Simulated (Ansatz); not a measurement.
**SnTe under changes of volume**

One of the cells (47.091 Å³/atom); the others are scaled copies at fixed shape and fractional positions:

```
CELL_PARAMETERS angstrom
0.00000 3.61115 3.61115
3.61115 0.00000 3.61115
3.61115 3.61115 0.00000
ATOMIC_POSITIONS crystal
Te 0.25000 0.25000 0.25000
Sn 0.00000 0.00000 0.00000
```

Measurements of this composition are mostly on another form, of space group No. 225.

| Property | Result |
| --- | --- |
| Program | Ansatz 0.2.0 |
| Functional | PBEsol |
| Potentials or basis | all-electron LAPW, scalar-relativistic |
| Cutoff | 189 eV (chosen from the basis error) |
| Basis error allowed | 0.001 eV/atom |
| k mesh | 7 × 7 × 7 |
| Occupations | fermi-dirac, width 0.05 eV |
| Spin | no spin polarisation |

```tsv
volume (Å³/atom)	energy over the lowest point (meV/atom)	pressure (GPa)	gap on the mesh (eV)
44.265	0.00	0.1	0.13
45.207	0.79	-0.4	0.19
46.149	4.64	-0.9	0.24
47.091	11.31	-1.4	0.29
48.033	20.53	-1.8	0.33
48.974	32.05	-2.2	0.37
49.916	?	?	?
```

What does the run at 49.916 Å³/atom give?

Energy over the lowest point 45.66 meV/atom; pressure -2.5 GPa; gap on the mesh 0.41 eV.

Worked out: A Birch-Murnaghan fit of order 3 (a polynomial in V^(-2/3)) to the other rows has its minimum at 44.51 Å³/atom with B0 = V·E''(V) = 27 GPa and B' = 3.5. It gives 45.70 meV/atom at 49.916 Å³/atom, against the run's 45.66, and -dE/dV = -2.5 GPa, against -2.5. A straight line through the other rows of the gap, of slope 2.36 eV per unit of ln V, extrapolates to 0.42 eV, against the run's 0.41.

Energies are extrapolated to zero smearing.

Caveats: spin-orbit coupling is left out, which moves the levels of the heavy elements; an odd mesh through Γ misses points on the zone boundary, where band edges often lie.
